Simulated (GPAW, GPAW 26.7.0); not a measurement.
# Zn 2p – O 1s core-level separation in ZnO: effect of spin, functional and cutoff in core-hole calculations

## What was measured

The reference comes from X-ray photoemission on a sol-gel powder calcined at 550 °C: "Preparation, Characterization of ZnTiO3/ZnO Composite Materials and Their Photocatalytic Performance" (2022, PubMed Central 9031329). Its Zn 2p3/2 line at 1021.8 eV and O 1s line at 530.2 eV are subtracted, which removes a common charge reference. Because the calculation has no spin-orbit splitting of the core line, the Zn line is moved to the weighted centre of its doublet by a tabulated 7.70 eV, giving a separation of 499.3 eV. A second measurement, on air-exposed nanorods with monochromatic Al Kα radiation, gives 499.1 eV after the same treatment: "Enhanced band edge luminescence of ZnO nanorods after surface passivation with ZnS" (2018, arXiv:1806.08509). The two share the tabulated shift, so their agreement does not test it.

| compared with | measured | source's wording or label | method |
| --- | --- | --- | --- |
| Zn 2p - O 1s (eV) | 499.3 | 499.30 eV (formed from the printed 1021.8 eV (Zn 2p3/2 binding energy; less 530.2 eV for O 1s)) | XPS * |
| Zn 2p - O 1s (eV) | 499.1 | 499.10 eV (formed from the printed 1021.6 eV (Zn 2p3/2, calibrated to C 1s; less 530.2 eV for O 1s)) | XPS, monochromatic Al K-alpha |

Where a quantity has several values, deviations refer to the one marked *.

Conditions are those given with the value in the passage it was taken from; "not stated" means there, and the paper may say more elsewhere. The values are a selection: others may have been left out beforehand as unlike or outlying.

## Approach

We look for the cheapest level of theory that gives the Zn 2p – O 1s separation within 0.3 eV of the reference. That is about the accuracy to be expected of a difference between two lines printed in one paper, given peak fitting, the linearity of the energy scale and rounding; closer agreement would carry no further information.

The model is bulk wurtzite ZnO at its measured cell. Each binding energy is the total energy of a cell with a core hole, its electron added to the valence, less that of the cell without the hole. The separation is the difference of two such energies, one for each element. It avoids the absolute level of a crystal with a gap, but it keeps errors that differ between a Zn 2p and an O 1s shell. For semilocal functionals we expect these to exceed an electronvolt.

We begin with the primitive cell, where the periodic holes are close together, then enlarge the cell, and after that treat the spin of the core hole. Cutoff and k-point mesh are to be checked before the verdict.

System: ZnO (zincite); space group P6_3mc, 4 atoms in the base cell, measured (COD) cell.

On the selection of runs and values: Besides any runs that a report passes over, these were set aside when the results were gathered: 1 cell relaxed under the stress of an incomplete basis; 1 planned but not run to their end in the time given.

## 1. Two functionals in the primitive cell

The four-atom cell is the lightest model, and LDA and PBE in it show how strongly the separation depends on the functional. With holes only 3.2 Å apart we take these results as a first orientation. We expect the functional to matter at the level of an electronvolt, since the exchange energy of a deep Zn shell is involved.

**Run 1.** GPAW 26.7.0: LDA; 4-atom cell, holes 3.2 A apart; electron kept in the cell (mesh 12x12x6, cutoff 500 eV, 4 atoms).

Key lines of the input:
```
atoms = Atoms(['Zn', 'Zn', 'O', 'O'],
              cell=[[3.249308, 0.0, 0.0], [-1.624654, 2.813983, 0.0], [0.0, 0.0, 5.205709]],
              scaled_positions=[[0.666667, 0.333333, 0.0], [0.333333, 0.666667, 0.5], [0.333333, 0.666667, 0.87901], ...],
              pbc=(True, True, True))
params = dict(mode=PW(500),
              xc='LDA',
              kpts={'size': (12, 12, 6), 'gamma': True},
              occupations=FermiDirac(0.02),
              nbands=-8,
              maxiter=200,
              txt='gs.txt')
hole.calc = GPAW(**{**params, 'charge': -1, 'txt': f'hole{i}.txt', 'setups': {**params.get('setups', {}), i: 'hole' + params.get('setups', {}).get(atoms[i].symbol, '')}})
out['levels'][i] = hole.get_potential_energy(force_consistent=True) + hole.calc.get_reference_energy() - e0
```

Command:
```
gpaw-setup -f LDA Zn > setup.log
gpaw-setup -f LDA O > setup.log
gpaw-setup -f LDA --core-hole=1s,1.0 --name=hole O > setup.log
gpaw-setup -f LDA --core-hole=2p,1.0 --name=hole Zn > setup.log
OMP_NUM_THREADS=1 mpirun -n 4 gpaw python run.py > run.log
```

Selected lines of the output:
```
[energy with the hole less without, eV] Zn 1 2p: 1027.621, O 3 1s: 535.319
```

Converged; 3.9 min on 4 cores of Arm Neoverse V1, shared host.

**Run 2.** GPAW 26.7.0: PBE; 4-atom cell, holes 3.2 A apart; electron kept in the cell (mesh 12x12x6, cutoff 500 eV, 4 atoms).

Key lines of the input, as changed from run 1:
```diff
  params = dict(mode=PW(500),
-               xc='LDA',
+               xc='PBE',
```

Command:
```
gpaw-setup -f PBE Zn > setup.log
gpaw-setup -f PBE O > setup.log
gpaw-setup -f PBE --core-hole=1s,1.0 --name=hole O > setup.log
gpaw-setup -f PBE --core-hole=2p,1.0 --name=hole Zn > setup.log
OMP_NUM_THREADS=1 mpirun -n 4 gpaw python run.py > run.log
```

Selected lines of the output:
```
[energy with the hole less without, eV] Zn 1 2p: 1028.362, O 3 1s: 539.536
```

Converged; 4.1 min on the same hardware.

| quantity | run 1 | run 2 | measured |
| --- | --- | --- | --- |
| Zn 2p - O 1s (eV) | 492.30 | 488.83 | 499.3 |
| volume an atom (Å³) | 11.9 | 11.9 |  |

Both separations are far too small, by 7.0 eV in LDA and 10.5 eV in PBE. We had expected the functional to matter by about an electronvolt and mainly through the deep Zn shell. Instead the separation changes by 3.5 eV, and oxygen is responsible: from LDA to PBE the O 1s level rises by 4.2 eV, which a rise of the Zn 2p level by 0.7 eV offsets only in small part.

A likely cause of much of the miss, argued from theory and not from this shift, is the treatment of the O 1s hole. In these runs the hole is spin-paired, so the exchange energy of the single electron left in the shell is partly missing. That raises a 1s level most and makes the separation too small, which is the sign of the miss. The smaller error of LDA is therefore no evidence that it describes the core levels better. The short distance between the holes is a second possible source of error.

## 2. A larger cell for the hole

Before changing the spin treatment we move the holes apart, from 3.2 to 5.6 Å, with PBE in a twelve-atom cell. This separates the effect of the repeated hole from that of its spin. We expect a change of some tenths of an electronvolt, since much of the interaction between the holes should be common to both elements; it should not remove a miss of ten.

**Run 3.** GPAW 26.7.0: PBE; 12-atom cell, holes 5.6 A apart; electron kept in the cell (mesh 6x6x6, cutoff 500 eV, 12 atoms).

Key lines of the input:
```
atoms = Atoms(['Zn', 'Zn', 'Zn', 'Zn', 'Zn', 'Zn', 'O', 'O', 'O', 'O', 'O', 'O'],
              cell=[[4.873962, -2.813983, 0.0], [0.0, 5.627967, 0.0], [-1.624654, 2.813983, 5.205709]],
              scaled_positions=[[0.333333, 0.333333, 0.0], [0.0, 0.666667, 0.0], [0.666667, 0.0, 0.0], [0.166667, ...],
              pbc=(True, True, True))
params = dict(mode=PW(500),
              xc='PBE',
              kpts={'size': (6, 6, 6), 'gamma': True},
              occupations=FermiDirac(0.02),
              nbands=-10,
              maxiter=200,
              txt='gs.txt')
hole.calc = GPAW(**{**params, 'charge': -1, 'txt': f'hole{i}.txt', 'setups': {**params.get('setups', {}), i: 'hole' + params.get('setups', {}).get(atoms[i].symbol, '')}})
out['levels'][i] = hole.get_potential_energy(force_consistent=True) + hole.calc.get_reference_energy() - e0
```

Command:
```
gpaw-setup -f PBE Zn > setup.log
gpaw-setup -f PBE O > setup.log
gpaw-setup -f PBE --core-hole=2p,1.0 --name=hole Zn > setup.log
gpaw-setup -f PBE --core-hole=1s,1.0 --name=hole O > setup.log
OMP_NUM_THREADS=1 mpirun -n 4 gpaw python run.py > run.log
```

Selected lines of the output:
```
Free energy:     -52.868009
[energy with the hole less without, eV] Zn 1 2p: 1027.753, O 7 1s: 539.169
```

Converged; 10 min on the same hardware.

| quantity | run 3 | measured | deviation |
| --- | --- | --- | --- |
| Zn 2p - O 1s (eV) | 488.58 | 499.3 | −10.72 |
| volume an atom (Å³) | 11.9 |  |  |

Moving the holes apart lowers both levels, Zn 2p by 0.61 eV and O 1s by 0.37 eV, and so reduces the separation by 0.24 eV. The change has the expected size but widens the miss, to 10.7 eV. It is nearly as large as our target, so the larger cell is worth its 10 minutes, although one enlargement does not show that the separation has settled with cell size.

## 3. A spin-polarised core hole

We now repeat the PBE calculation in the twelve-atom cell with two spins, which puts the hole into one spin channel of the core. ZnO is nonmagnetic, so the second spin is needed for the ionised state only. The O 1s level should fall by several electronvolts and the Zn 2p level by much less, which would widen the separation towards experiment. We still expect a miss of an electronvolt or more, from the semilocal description of the deep Zn shell.

**Run 4.** GPAW 26.7.0: PBE with two spins; 12-atom cell, holes 5.6 A apart; electron kept in the cell (mesh 6x6x6, cutoff 500 eV, 12 atoms).

Key lines of the input, as changed from run 3:
```diff
  atoms = Atoms(['Zn', 'Zn', 'Zn', 'Zn', 'Zn', 'Zn', 'O', 'O', 'O', 'O', 'O', 'O'],
-               pbc=(True, True, True))
+               pbc=(True, True, True),
+               magmoms=[0.1, 0.1, 0.1, 0.1, 0.1, 0.1, 0.1, 0.1, 0.1, 0.1, 0.1, 0.1])
  params = dict(mode=PW(500),
-               txt='gs.txt')
+               txt='gs.txt',
+               mixer=MixerDif(0.05, 8, 80))
```

Selected lines of the output:
```
Free energy:     -52.868008
[energy with the hole less without, eV] Zn 1 2p: 1025.578, O 7 1s: 530.063
```

Converged; 25 min on 4 cores of Intel Xeon at 2.70GHz, shared host.

| quantity | run 4 | measured | deviation |
| --- | --- | --- | --- |
| Zn 2p - O 1s (eV) | 495.51 | 499.3 | −3.79 |
| volume an atom (Å³) | 11.9 |  |  |

With two spins the O 1s level falls by 9.1 eV and the Zn 2p level by 2.2 eV. The separation widens by 6.9 eV to 495.5 eV, so the spin-paired hole accounted for nearly two thirds of the earlier miss. The ground state is unaffected: its free energy agrees with that of the spin-paired run to within 0.00001 eV, which fits a nonmagnetic crystal.

A miss of 3.8 eV remains, more than ten times our target and far beyond the 0.2 eV between the two measurements. Its sign would fit a Zn 2p level placed too low by the semilocal functional, but the separation alone cannot divide the error between the two elements.

## 4. Cutoff, mesh and a second gradient functional

We test whether numerical settings could account for an error of this size, with a higher cutoff and, separately, a denser k-point mesh. Both tests use the spin-paired PBE calculation in the twelve-atom cell, so they bear only indirectly on the result with two spins. We expect changes of a tenth of an electronvolt or less.

A PBEsol run in the same cell shows how far the separation depends on the choice of gradient functional. Its weaker gradient correction to exchange should put it between PBE and LDA, with a larger separation than PBE. Being spin-paired, it can show this sensitivity but cannot replace the calculation with two spins.

**Run 5.** GPAW 26.7.0: PBE, cutoff at 140 % of the usual; 12-atom cell, holes 5.6 A apart; electron kept in the cell (mesh 6x6x6, cutoff 700 eV, 12 atoms).

Key lines of the input, as changed from run 3:
```diff
- params = dict(mode=PW(500),
+ params = dict(mode=PW(700),
```

Selected lines of the output:
```
[energy with the hole less without, eV] Zn 1 2p: 1027.767, O 7 1s: 538.808
```

Converged; 12 min on 4 cores of Intel Xeon Platinum 8488C (Sapphire Rapids), shared host.

**Run 6.** GPAW 26.7.0: PBE, another k-point mesh; 12-atom cell, holes 5.6 A apart; electron kept in the cell (mesh 8x8x8, cutoff 500 eV, 12 atoms).

Key lines of the input, as changed from run 3:
```diff
  params = dict(mode=PW(500),
-               kpts={'size': (6, 6, 6), 'gamma': True},
+               kpts={'size': (8, 8, 8), 'gamma': True},
```

Selected lines of the output:
```
[energy with the hole less without, eV] Zn 1 2p: 1027.747, O 7 1s: 539.164
```

Converged; 23 min on 4 cores of Arm Neoverse V1, shared host.

**Run 7.** GPAW 26.7.0: PBEsol; 12-atom cell, holes 5.6 A apart; electron kept in the cell (mesh 6x6x6, cutoff 500 eV, 12 atoms).

Key lines of the input, as changed from run 3:
```diff
  params = dict(mode=PW(500),
-               xc='PBE',
+               xc='PBEsol',
```

Command:
```
gpaw-setup -f PBEsol Zn > setup.log
gpaw-setup -f PBEsol O > setup.log
gpaw-setup -f PBEsol --core-hole=2p,1.0 --name=hole Zn > setup.log
gpaw-setup -f PBEsol --core-hole=1s,1.0 --name=hole O > setup.log
OMP_NUM_THREADS=1 mpirun -n 4 gpaw python run.py > run.log
```

Selected lines of the output:
```
[energy with the hole less without, eV] Zn 1 2p: 1027.090, O 7 1s: 537.178
```

Converged; 8.6 min on 4 cores of Arm Neoverse V2, shared host.

| quantity | run 5 | run 6 | run 7 | measured |
| --- | --- | --- | --- | --- |
| Zn 2p - O 1s (eV) | 488.96 | 488.58 | 489.91 | 499.3 |
| volume an atom (Å³) | 11.9 | 11.9 | 11.9 |  |

The denser mesh leaves the separation unchanged at the printed precision. The higher cutoff does not: it widens the separation by 0.38 eV, well above the tenth of an electronvolt we had expected and more than our target. Nearly all of this comes from the O 1s level, which falls by 0.36 eV, while Zn 2p moves by 0.01 eV. The usual cutoff is therefore too low for a target of 0.3 eV in the spin-paired calculation, and one higher value does not show where the separation settles. The change goes towards experiment but is only a tenth of the 3.8 eV missing with two spins; the effect of the cutoff on that result is not shown in this report.

PBEsol gives a separation 1.3 eV larger than PBE in the same cell and, as we expected, lies between PBE and LDA, although the LDA value belongs to the smaller cell. Again the O 1s level moves more than Zn 2p, by 2.0 against 0.7 eV. The choice of gradient functional thus matters more than the cutoff or the mesh. Because the hole is spin-paired here, this shift cannot simply be added to the PBE result with two spins.

## All runs against the measurement

| run | settings | Zn 2p - O 1s (eV) | deviation | cost |
| --- | --- | --- | --- | --- |
| 1 | LDA, 4-atom cell, holes 3.2 A apart, electron kept in the cell (mesh 12x12x6, cutoff 500 eV, 4 atoms) | 492.30 | −7.00 | 16 core-min |
| 2 | PBE, 4-atom cell, holes 3.2 A apart, electron kept in the cell (mesh 12x12x6, cutoff 500 eV, 4 atoms) | 488.83 | −10.47 | 16 core-min |
| 3 | PBE, 12-atom cell, holes 5.6 A apart, electron kept in the cell (mesh 6x6x6, cutoff 500 eV, 12 atoms) | 488.58 | −10.72 | 41 core-min |
| 4 | PBE with two spins, 12-atom cell, holes 5.6 A apart, electron kept in the cell (mesh 6x6x6, cutoff 500 eV, 12 atoms) | 495.51 | −3.79 | 1.7 core-h |
| 5 | PBE, cutoff at 140 % of the usual, 12-atom cell, holes 5.6 A apart, electron kept in the cell (mesh 6x6x6, cutoff 700 eV, 12 atoms) | 488.96 | −10.34 | 49 core-min |
| 6 | PBE, another k-point mesh, 12-atom cell, holes 5.6 A apart, electron kept in the cell (mesh 8x8x8, cutoff 500 eV, 12 atoms) | 488.58 | −10.72 | 1.6 core-h |
| 7 | PBEsol, 12-atom cell, holes 5.6 A apart, electron kept in the cell (mesh 6x6x6, cutoff 500 eV, 12 atoms) | 489.91 | −9.39 | 34 core-min |
|  | measured | 499.3 |  |  |

Further runs on the same system, made beside this series (convergence steps with loose settings among them):

| further | settings | Zn 2p - O 1s (eV) | deviation | cost |
| --- | --- | --- | --- | --- |
| F1 | RPBE, 12-atom cell, holes 5.6 A apart, electron kept in the cell (mesh 6x6x6, cutoff 500 eV, 12 atoms) | 488.01 | −11.29 | 83 core-min |
| F2 | PBE, another k-point mesh, 12-atom cell, holes 5.6 A apart, electron kept in the cell (mesh 4x4x4, cutoff 500 eV, 12 atoms) | 488.58 | −10.72 | 8.7 core-min |
| F3 | PBE, cutoff at 70 % of the usual, 12-atom cell, holes 5.6 A apart, electron kept in the cell (mesh 6x6x6, cutoff 350 eV, 12 atoms) | 485.64 | −13.66 | 26 core-min |
| F4 | PBE, Fermi-Dirac width 0.1 eV, 12-atom cell, holes 5.6 A apart, electron kept in the cell (mesh 6x6x6, cutoff 500 eV, 12 atoms) | 488.58 | −10.72 | 41 core-min |
|  | measured | 499.3 |  |  |

## Conclusion

The target was missed. PBE with a spin-polarised core hole, the level on which we rest the result, gives a Zn 2p – O 1s separation of 495.5 eV against the measured 499.3 eV. The error of 3.8 eV compares with a target of 0.3 eV, at a cost of 1.7 core-hours. None of the levels tried is accurate enough.

The decisive step was the spin treatment, which widened the separation by 6.9 eV, mainly by lowering O 1s. The spin-paired runs show trends but are unsuitable for comparing a 1s with a 2p level. Among them, RPBE, PBE and PBEsol in the larger cell span 1.9 eV, all far below experiment. The densest mesh was unnecessary: a 4×4×4 mesh already gives the same separation, and a broader smearing does not change it either.

The most likely main cause of the remaining miss is the semilocal description of the deep Zn 2p shell. An error of several electronvolts is plausible there, and a Zn level placed too low would have the right sign; this is argued from theory, not shown by the runs. The cutoff probably contributes less. Raising it from 500 to 700 eV widened the spin-paired separation by 0.38 eV, after a much larger gain from 350 to 500 eV, but the effect with two spins is not shown in this report. Enlarging the cell reduced the separation by 0.24 eV, and its limit is not established.

Also unsettled are the different binding of the added electron at the Zn and O holes, and how closely the scalar-relativistic Zn level matches the centre of the measured doublet. The experimental doubt of a few tenths of an electronvolt cannot explain the miss. A hybrid functional, with less self-interaction in the core, would be the natural next step.

[Logs are printed without paths, hosts, clocks, repeated set-up lines and the standing remarks that a program may print on its own settings, such as how far it seeks lower states.]

[The runs shown are a pick from a larger set of finished runs; failed, doubtful and other runs were left out of it ahead of writing. So were measured values far from every level or from commonly accepted values, and agreement can look better than it is. Lines of input and output are excerpts and may be shortened.]
